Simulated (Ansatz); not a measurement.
Cost and result for the equilibrium volume of MgO2

```xyz
12
Lattice="4.8286 0.0000 0.0000 0.0000 4.8286 0.0000 0.0000 0.0000 4.8286" Properties=species:S:1:pos:R:3 pbc="T T T"
Mg    0.0000    0.0000    0.0000
Mg    2.4143    0.0000    2.4143
Mg    2.4143    2.4143    0.0000
Mg    0.0000    2.4143    2.4143
O     2.8461    4.3968    0.4318
O     4.3968    0.4318    2.8461
O     0.4318    2.8461    4.3968
O     1.9825    1.9825    1.9825
O     2.8461    2.8461    2.8461
O     4.3968    1.9825    0.4318
O     0.4318    4.3968    1.9825
O     1.9825    0.4318    4.3968
```

The cell is a database's computed one, not the measured one.

| rung | level | program and potentials | cutoff (eV) | k mesh | core time | chip | equilibrium volume (Å³/atom) | notes |
| --- | --- | --- | --- | --- | --- | --- | --- | --- |
| meta-GGA | r2SCAN | Ansatz, Ansatz PAW | 500 | 6 × 6 × 6 | 32 s | Intel Xeon 6975P-C Granite Rapids | 9.41 | potentials made for PBE, which Ansatz adapts in part |
| GGA | PBEsol | Ansatz, Ansatz PAW | 420 | 6 × 6 × 6 | 32 s | Intel Xeon 6975P-C Granite Rapids | 9.45 | potentials made for PBE, which Ansatz adapts in part |
| LDA | LDA | Ansatz, Ansatz PAW | 420 | 6 × 6 × 6 | 33 s | Intel Xeon 6975P-C Granite Rapids | 9.07 | potentials made for PBE, which Ansatz adapts in part |
| GGA | BLYP | Ansatz, Ansatz PAW | 420 | 6 × 6 × 6 | 40 s | Intel Xeon 6975P-C Granite Rapids | 9.96 | potentials made for PBE, which Ansatz adapts in part |
| meta-GGA + dispersion | r2SCAN+D3(BJ)+ATM | Ansatz, Ansatz PAW | 500 | 6 × 6 × 6 | 61 s | Arm Neoverse V2 | 9.34 | potentials made for PBE, which Ansatz adapts in part |
| meta-GGA + dispersion | r2SCAN+D3(BJ) | Ansatz, Ansatz PAW | 500 | 6 × 6 × 6 | 63 s | Arm Neoverse V2 | 9.31 | potentials made for PBE, which Ansatz adapts in part |
| meta-GGA + dispersion | r2SCAN+D4 | Ansatz, Ansatz PAW | 500 | 6 × 6 × 6 | 66 s | Arm Neoverse V2 | 9.35 | potentials made for PBE, which Ansatz adapts in part |
| meta-GGA + dispersion | r2SCAN+rVV10 | Ansatz, Ansatz PAW | 500 | 6 × 6 × 6 | 77 s | Arm Neoverse V2 | 9.33 | potentials made for PBE, which Ansatz adapts in part |

Times are single runs on shared hosts and different chips, so they are rough; meshes, cutoffs and the tasks' sizes weigh on the time. Task: relaxation of cell and atoms. All rows: no spin polarisation. Meshes are those of the run's cell of 12 atoms unless a note names another. Relaxations start from the cell shown or near it and stop with a little pressure left. Runs on faulty files, with rough fits or with known faults for this quantity aren't shown. PBE isn't shown for this crystal. No row holds spin-orbit coupling.

By rung: LDA 9.07; GGA 9.45 to 9.96; meta-GGA 9.41; meta-GGA + dispersion 9.31 to 9.35 (Å³/atom).
